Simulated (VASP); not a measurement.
Re: relaxation of cell and atoms with PBEsol

Re:

```
Re
1.0
     0.00000    1.97500    1.97500
     1.97500    0.00000    1.97500
     1.97500    1.97500    0.00000
Re
1
Direct
  0.00000 0.00000 0.00000
```

This isn't the form of Re at room conditions, which is hcp.

| Item | Value |
| --- | --- |
| Program | VASP 6.6.1 |
| Task | relaxation of cell and atoms |
| Functional | PBEsol |
| Potentials or basis | VASP PAW PBE potentials, release 64 (Re) |
| Cutoff | 600 eV |
| k mesh | 8 × 8 × 8 |
| Occupations | gaussian, width 0.1 eV |
| Spin | no spin polarisation |
| Dipole correction | no |
| Further INCAR settings | ALGO = Normal; EDIFF = 1e-06; IBRION = 2; EDIFFG = -0.05; NSW = 100; ISIF = 3 |

- Relaxed volume: 14.59 Å³/atom
- Relaxed cell: a = 2.743 Å, b = 2.743 Å, c = 2.743 Å, α = 60.00°, β = 60.00°, γ = 60.00°
- Space group after relaxing (to 0.05 Å): Fm-3m (No. 225)
- Energy gained by relaxing: 51.6 meV/atom
- Ionic steps: 5
- Pressure after relaxing: 0.0 GPa
- Band gap on the k mesh: none (metal or under the smearing width)

Step by step:
| step | energy change (eV) | largest force (eV/Å) | pressure (GPa) | volume (Å³) |
| --- | --- | --- | --- | --- |
| 1 | 0.0000 | 0.0000 | -19.12 | 15.41 |
| 2 | 1.0440 | 0.0000 | 146.12 | 11.66 |
| 3 | -0.0509 | 0.0000 | -2.37 | 14.68 |
| 4 | -0.0516 | 0.0000 | -0.65 | 14.61 |
| 5 | -0.0516 | 0.0000 | 0.01 | 14.59 |

Final structure:
```cif
data_structure
_symmetry_space_group_name_H-M 'P 1'
_symmetry_Int_Tables_number 1
_cell_length_a 2.7426
_cell_length_b 2.7426
_cell_length_c 2.7426
_cell_angle_alpha 60.000
_cell_angle_beta 60.000
_cell_angle_gamma 60.000
_cell_volume 14.59
loop_
_atom_site_label
_atom_site_type_symbol
_atom_site_fract_x
_atom_site_fract_y
_atom_site_fract_z
_atom_site_occupancy
Re1 Re 0.00000 0.00000 0.00000 1
```

Levels at points of the mesh, in eV from the Fermi level:
| k point | band 1 | band 2 | band 3 | band 4 | band 5 | band 6 | band 7 |
| --- | --- | --- | --- | --- | --- | --- | --- |
| (0.00, 0.00, 0.00) | -10.42 | -2.13 | -2.13 | -2.13 | 1.12 | 1.12 | 13.74 |
| (0.50, 0.00, 0.00) | -7.16 | -2.34 | -2.34 | 0.04 | 3.71 | 3.71 | 9.90 |
| (0.50, 0.50, 0.00) | -7.11 | -6.24 | 2.65 | 3.67 | 4.48 | 4.48 | 12.16 |

It took 10 s on 1 thread of Intel(R) Xeon(R) Platinum 8488C (Sapphire Rapids), with other jobs on the host, peak memory 0.14 GiB.

Caveat: the PAW data sets were made with another functional, which shifts forces and pressure a little. The run has no spin-orbit coupling, so splittings on Re are missing.
